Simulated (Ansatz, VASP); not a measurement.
**CdS: VASP beside Ansatz**

INCAR

```
  PREC = Accurate
  ENCUT = 520
  EDIFF = 1E-6
  ISMEAR = 0
  SIGMA = 0.01
  LREAL = False
  LASPH = True
  NELM = 80
  ALGO = Normal
  ISIF = 2
  LWAVE = False
  LCHARG = False
  GGA = PE
  NBANDS = 16
```

KPOINTS

```
Automatic mesh
0
Gamma
  6 6 6
```

POSCAR

```
CdS
1.0
    0.0000000000      2.7267765431      2.7267765431
    2.7267765431      0.0000000000      2.7267765431
    2.7267765431      2.7267765431      0.0000000000
Cd S
1 1
Direct
    0.0000000000      0.0000000000      0.0000000000
    0.5000000000      0.5000000000      0.5000000000
```

Input for Ansatz:

```yaml
crystal:
  lattice:
    - [0.0, 2.7267765431, 2.7267765431]
    - [2.7267765431, 0.0, 2.7267765431]
    - [2.7267765431, 2.7267765431, 0.0]
  atoms:
    - { symbol: Cd, position: [0.0, 0.0, 0.0] }
    - { symbol: S, position: [0.5, 0.5, 0.5] }
kpoints:
  mp_grid: { grid: [6, 6, 6] }
hamiltonian:
  xc: pbe
scf:
  occupations: { method: fixed }
output:
  optics:
    e_range: [0, 12]
    de: 0.05
    sigma: 0.1
    bands: { spectra_wanted_up_to: 12 }
    scissors: 1.043
  write_density: true
  write_potential: true
  elf: true
  volumetric_format: npy
```

Alike in both runs: task single point; functional PBE; k mesh 6 × 6 × 6; no spin polarisation.

|  | VASP | Ansatz |
| --- | --- | --- |
| version | VASP 6.6.1 | Ansatz 0.2.0 |
| potentials or method | VASP PAW PBE potentials, release 64 (Cd, S) | plane waves, PAW |
| plane-wave cutoff (eV) | 520 | 420 |
| occupations | gaussian, width 0.01 eV | fixed |
| valence electrons in the cell | 18 | 26 |

VASP gave:

- gap on the k mesh at the Fermi level (eV): 0.25

Task: What did Ansatz give for the same quantities?

Result: gap on the k mesh at the Fermi level (eV): 0.26.

The two sets of potentials don't hold the same shells in valence.
